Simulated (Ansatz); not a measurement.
```yaml
crystal:
  lattice:
    - [0.0, 2.4204832686, 2.4204832686]
    - [2.4204832686, 0.0, 2.4204832686]
    - [2.4204832686, 2.4204832686, 0.0]
  atoms:
    - { symbol: Mn, position: [0.0, 0.0, 0.0], spin: 5.0 }
    - { symbol: O, position: [0.25, 0.25, 0.25] }
basis:
  ecutwfc: 420
  ecutrho_ratio: 4
kpoints:
  mp_grid: { grid: [8, 8, 8] }
hamiltonian:
  xc: pbe
scf:
  occupations: { method: gaussian, width: 0.05 }
output:
  forces: true
  stress: true
  eigenvalues: true
  populations: true
magnetization:
  spin_polarized: true
```

**Question.** What does this Ansatz input ask for?

**Answer.** It asks for a single-point calculation of MnO with PBE (scalar-relativistic), a cutoff of 420 eV (density cutoff 4 times that), a Γ-centred 8×8×8 mesh and Gaussian smearing of 0.05 eV, with collinear spin, starting moments 5.00, 0.00 μB on the atoms in order. Forces, stress and eigenvalues are wanted, and also Löwdin populations.

**Question.** How large is the problem?

**Answer.** 21 valence electrons, 537 plane waves at Γ, 24 symmetry operations and 29 irreducible k-points; it took 11 SCF iterations in all.

It took roughly 7 core-seconds on a shared host.

This is a trial structure; measured cells of the compound in the Crystallography Open Database are in space groups P63mc, Fm-3m (rock salt).
